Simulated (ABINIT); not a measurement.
## MnO2: single point with PBE

MnO2:

```xyz
3
Lattice="2.8566 0.0000 0.0000 -1.4283 2.4739 0.0000 0.0000 0.0000 4.6014" Properties=species:S:1:pos:R:3 pbc="T T T"
Mn    0.0000    0.0000    2.3007
O     0.0000    1.6492    3.2499
O     1.4283    0.8246    1.3515
```

Measurements of this composition are mostly on another form, of space group No. 136.

| Property | Result |
| --- | --- |
| Program | ABINIT 10.8.3 (patched build) |
| Task | single point |
| Functional | PBE |
| Potentials or basis | JTH PAW PBE v2.0 |
| Cutoff | 707 eV |
| k mesh | 11 × 11 × 6 |
| Occupations | fermi-dirac, width 0.05 eV |
| Spin | collinear spin, ferromagnetic start |
| Starting moments | [4.0, 0.0, 0.0] μB |
| Fine-grid cutoff | 1306.15 eV |
| Exchange and correlation inside the PAW spheres | full angular mesh (pawxcdev 0, this build's default; the released program takes 1) |

| Quantity | Value |
| --- | --- |
| Pressure | 5.4 GPa |
| Largest force | 0.297 eV/Å |
| Band gap on the k mesh | 0.83 eV, indirect (least direct gap 0.89 eV) |
| Net moment | 3.00 μB per cell |
| Site moments | Mn +2.79; O +0.05 μB |
| Valence electrons inside the program's atomic spheres | Mn 13.28; O 4.53 |

Forces on the atoms (eV/Å):
```
Mn   0.000  0.000  0.000
O    0.000  0.000  0.297
O    0.000  0.000 -0.297
```

Stress tensor (GPa, compression positive):
```
5.92 0.00 0.00
0.00 5.92 0.00
0.00 0.00 4.49
```

Levels at points of the mesh, in eV from the valence-band top:
Spin up:
| k point | band 11 | band 12 | band 13 | band 14 | band 15 | band 16 | band 17 | band 18 | band 19 |
| --- | --- | --- | --- | --- | --- | --- | --- | --- | --- |
| (0.00, 0.00, 0.00) | -2.40 | -1.43 | -1.43 | -1.18 | -0.37 | 2.90 | 2.90 | 7.11 | 10.36 |
| (0.00, 0.00, 0.50) | -2.41 | -2.41 | -1.47 | -1.47 | -0.06 | 2.95 | 2.95 | 9.20 | 9.43 |
Spin down:
```csv
k point,band 8,band 9,band 10,band 11,band 12,band 13,band 14,band 15,band 16,band 17
"(0.00, 0.00, 0.00)",-5.07,-5.07,-1.36,-1.36,-1.01,0.84,0.84,2.45,4.20,4.20
"(0.00, 0.00, 0.50)",-5.06,-4.59,-2.34,-1.41,-1.41,0.83,0.83,2.58,4.25,4.25
```

Run time: 5.8 min on 1 thread of Arm Neoverse N1, with other jobs on the host, peak memory 0.23 GiB.

Caveat: an odd mesh through Γ misses points on the zone boundary, where band edges often lie; a cell with one magnetic atom can't hold antiferromagnetic order, which such compounds often take. As with any semilocal functional, this PBE gap is likely too small.
